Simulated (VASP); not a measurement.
## Pb under changes of volume

One of the cells (40.001 Å³/atom); the others are scaled copies at fixed shape and fractional positions:

```xyz
2
Lattice="0.0000 3.4200 3.4200 3.4200 0.0000 3.4200 3.4200 3.4200 0.0000" Properties=species:S:1:pos:R:3 pbc="T T T"
Pb    1.7100    1.7100    1.7100
Pb    0.0000    0.0000    0.0000
```

This isn't the form of Pb at room conditions, which is fcc.

| Quantity | Value |
| --- | --- |
| Program | VASP 6.6.1 |
| Functional | LDA |
| Potentials or basis | VASP PAW LDA potentials, release 64 (Pb_d) |
| Cutoff | 520 eV |
| k mesh | 6 × 6 × 6 |
| Occupations | fermi-dirac, width 0.05 eV |
| Spin | no spin polarisation |

| volume (Å³/atom) | energy over the lowest point (meV/atom) | pressure (GPa) |
| --- | --- | --- |
| 38.401 | 7.39 | 1.5 |
| 39.201 | 1.80 | 0.7 |
| 40.001 | 0.00 | -0.1 |
| 40.801 | 1.56 | -0.7 |
| 41.601 | ? | ? |

Question: What does the run at 41.601 Å³/atom give?

Answer: Energy over the lowest point 6.14 meV/atom; pressure -1.3 GPa.

Worked out: A Birch-Murnaghan fit of order 2 (a polynomial in V^(-2/3)) to the other rows has its minimum at 40.02 Å³/atom with B0 = V·E''(V) = 34 GPa. It gives 6.21 meV/atom at 41.601 Å³/atom, against the run's 6.14, and -dE/dV = -1.2 GPa, against -1.3.

Energies are extrapolated to zero smearing.
